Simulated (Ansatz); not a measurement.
# V: the cost of one run

Method: DFT PBE, scalar-relativistic, plane waves, PAW, in Ansatz 0.2.0.

4 further runs of the same task are left out: 1 that didn't finish, 3 set aside as unsound or not needed.

## (1) The structure to begin with

It takes space group Fm-3m (No. 225, cubic). The conventional cell has a = 4.042 Å, b = 4.042 Å, c = 4.042 Å, α = 90.00°, β = 90.00°, γ = 90.00°. Al (site symmetry m-3m) is surrounded by 12 Al at 2.86 Å.

Structure file:

```cif
data_structure
_symmetry_space_group_name_H-M 'Fm-3m'
_symmetry_Int_Tables_number 225
_cell_length_a 4.0416
_cell_length_b 4.0416
_cell_length_c 4.0416
_cell_angle_alpha 90.000
_cell_angle_beta 90.000
_cell_angle_gamma 90.000
_cell_volume 66.02
loop_
_atom_site_label
_atom_site_type_symbol
_atom_site_symmetry_multiplicity
_atom_site_Wyckoff_symbol
_atom_site_fract_x
_atom_site_fract_y
_atom_site_fract_z
_atom_site_occupancy
Al1 Al 4 a 0.00000 0.00000 0.00000 1
```

It goes back to an entry of the Materials Project.

It is the result of an earlier relaxation at this level (volume 16.50 Å³/atom; gap on the mesh: none (metal)).

## (2) Swap Al → V

V starts from the relaxed positions of Al, with all lengths scaled by 1.172, a guess from tabulated radii. Atoms that may carry a moment start with parallel spins.

## (3) Probe: one point at the start (V)

Input file input.yaml:

```yaml
crystal:
  lattice:
    - [0.0, 2.3679869167, 2.3679869167]
    - [2.3679869167, 0.0, 2.3679869167]
    - [2.3679869167, 2.3679869167, 0.0]
  atoms:
    - { symbol: V, position: [0.0, 0.0, 0.0], spin: 2.0 }
basis:
  ecutwfc: 420
kpoints:
  mp_grid: { grid: [6, 6, 6] }
hamiltonian:
  xc: pbe
scf:
  occupations: { method: gaussian, width: 0.1 }
  lower_state_search: "off"
output:
  forces: true
  stress: true
  eigenvalues: true
  populations: true
magnetization:
  spin_polarized: true
```

On the command line:

```
$ ansatz run input.yaml --threads 1 --pin off --max-ram 2560MiB --backend cpu --events-out ev --progress --plain --runs-dir out
```

What time and memory should one allow on 1 thread of AMD EPYC 7R43 (Zen 3), shared host?

About 1.5 s, with a peak of 0.29 GiB.
